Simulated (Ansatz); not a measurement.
# AlGaN2: the cost of one run

Program: Ansatz 0.2.0. Level of theory: DFT r2SCAN, scalar-relativistic, plane waves, PAW. These are calculated values, not measurements.

2 further runs of the same task are left out: 2 set aside as unsound or not needed. Runs told in other sessions of the task aren't counted.

## (1) The system as given

Symmetry: P-4m2, No. 115, tetragonal system. Conventional cell: a = 3.139 Å, b = 3.139 Å, c = 4.422 Å, α = 90.00°, β = 90.00°, γ = 90.00°. Around Al (site symmetry -4m2) lie 4 N at 1.89 Å. Around Ga (site symmetry -4m2) lie 4 N at 1.95 Å. N (site symmetry 2mm) has 2 Al at 1.89 Å and 2 Ga at 1.95 Å in its first shell of neighbours.

As a file:

```
Al Ga N
1.0
     3.13853    0.00000    0.00000
     0.00000    3.13853    0.00000
     0.00000    0.00000    8.84471
Al Ga N
2 2 4
Direct
  0.50000 0.50000 0.25000
  0.50000 0.50000 0.75000
  0.00000 0.00000 0.00000
  0.00000 0.00000 0.50000
  0.50000 0.00000 0.36954
  0.50000 0.00000 0.86954
  0.00000 0.50000 0.13046
  0.00000 0.50000 0.63046
```

It goes back to an entry of the Materials Project, which need not be the stable form.

It is built from the cell relaxed beforehand with the same method (10.89 Å³/atom).

## (2) Zero of energy

The cell is repeated 2 times, 8 atoms in all. The reference gives a free energy of -10209.6159 eV, pressure 0.01 GPa, largest force 0.000 eV/Å and gap on the mesh 3.37 eV. It was computed beforehand with the settings of the runs below.

## (3) Next: a frozen normal mode

Mode 23 of the phonon run on this cell, counted from the lowest, is frozen in: each atom moves by x times its row below, so x is the largest displacement.

```
atom     ux     uy      uz
 Al1  0.000  0.000   0.000
 Al2  0.000  0.000   0.000
 Ga3  0.000  0.000  -0.222
 Ga4  0.000  0.000   0.222
  N5  0.000  0.000  -1.000
  N6  0.000  0.000   1.000
  N7  0.000  0.000   1.000
  N8  0.000  0.000  -1.000
```

## (4) Point x = -0.300 Å

File input.yaml:

```yaml
crystal:
  lattice:
    - [3.1385264188, 0.0, 0.0]
    - [0.0, 3.1385264188, 0.0]
    - [0.0, 0.0, 8.8447134538]
  atoms:
    - { symbol: Al, position: [0.5, 0.5, 0.25] }
    - { symbol: Al, position: [0.5, 0.5, 0.75] }
    - { symbol: Ga, position: [0.0, 0.0, 0.0075321411] }
    - { symbol: Ga, position: [0.0, 0.0, 0.4924678589] }
    - { symbol: "N", position: [0.5, 0.0, 0.4034601515] }
    - { symbol: "N", position: [0.5, 0.0, 0.8356230189] }
    - { symbol: "N", position: [0.0, 0.5, 0.0965398485] }
    - { symbol: "N", position: [0.0, 0.5, 0.6643769811] }
basis:
  ecutwfc: 500
kpoints:
  mp_grid: { grid: [8, 8, 4] }
hamiltonian:
  xc: r2scan
scf:
  occupations: { method: gaussian, width: 0.05 }
output:
  forces: true
  stress: true
  eigenvalues: true
```

Run with:

```console
$ ansatz run input.yaml --threads 2 --pin off --max-ram 5120MiB --backend cpu --events-out ev --progress --plain --runs-dir out
```

What time and memory should one allow on 2 threads of Intel Xeon 6975P-C (Granite Rapids), shared host?

About 6.9 s, with a peak of 0.58 GiB.
